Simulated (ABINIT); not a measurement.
The system is ZnO (zincite).

```
Zn O
1.0
     3.24931    0.00000    0.00000
    -1.62465    2.81398    0.00000
     0.00000    0.00000    5.20571
Zn O
2 2
Direct
  0.66667 0.33333 0.00000
  0.33333 0.66667 0.50000
  0.33333 0.66667 0.87901
  0.66667 0.33333 0.37901
```

Base run:

```yaml
Program: ABINIT 10.8.3 (patched build)
Functional: LDA
Potentials_or_basis: PseudoDojo NC SR LDA v0.4.1 standard
Cutoff: 980 eV
k_mesh: 7 × 7 × 4
Occupations: fermi-dirac, width 0.05 eV
Spin: no spin polarisation
```

Its results: band gap on the k mesh 0.79 eV, direct; largest force 0.052 eV/Å.

The run is repeated on the same cell with these changes: functional from LDA to PBE; potentials or basis from PseudoDojo NC SR LDA v0.4.1 standard to PseudoDojo NC SR PBE v0.4.1 standard; cutoff from 980 eV to 1034 eV. What comes out?

Band gap on the k mesh 0.87 eV, direct; largest force 0.071 eV/Å.

